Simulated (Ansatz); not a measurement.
MnSb:

```
CELL_PARAMETERS angstrom
4.15000 0.00000 0.00000
-2.07500 3.59401 0.00000
0.00000 0.00000 5.78000
ATOMIC_POSITIONS crystal
Sb 0.66667 0.33333 0.75000
Sb 0.33333 0.66667 0.25000
Mn 0.00000 0.00000 0.50000
Mn 0.00000 0.00000 0.00000
```

| Item | Value |
| --- | --- |
| Program | Ansatz 0.2.0 |
| Task | relaxation of cell and atoms |
| Functional | BLYP |
| Dispersion | D4 |
| Potentials or basis | Ansatz PAW |
| Cutoff | 420 eV (not typed: the program's choice for these potentials) |
| k mesh | 7 × 7 × 5 |
| Occupations | fermi-dirac, width 0.05 eV |
| Spin | collinear spin, ferromagnetic start |
| Starting moments | [0.0, 0.0, 4.0, 4.0] μB |

At the start: volume 21.55 Å³/atom.

Question: Where does the relaxation end?

Answer: It ends after 5 steps and the volume is 19.70 Å³/atom (-8.6 %); space group P6_3/mmc (No. 194, to 0.05 Å); moment 5.97 μB per cell.

Step by step:
```csv
step,energy change (eV),largest force (eV/Å),volume (Å³)
1,0.0000,0.0000,86.21
2,-0.1049,0.0000,76.51
3,-0.1160,0.0000,78.96
4,-0.1162,0.0000,78.78
5,-0.1142,0.0000,78.78
```

Final structure:
```xyz
4
Lattice="4.0415 0.0000 0.0000 -2.0208 3.5001 0.0000 0.0000 0.0000 5.5693" Properties=species:S:1:pos:R:3 pbc="T T T"
Sb    2.0208    1.1667    4.1770
Sb    0.0000    2.3334    1.3923
Mn    0.0000    0.0000    2.7847
Mn    0.0000    0.0000    0.0000
```

Caveat: the plane-wave basis is chosen anew once the cell has moved, so the energies of steps on either side of that aren't comparable; only a ferromagnetic start was run, and an antiferromagnetic order may lie lower in energy; the PAW data sets come from PBE, with cores solved anew for the run's functional, which leaves a small shift of forces and pressure.
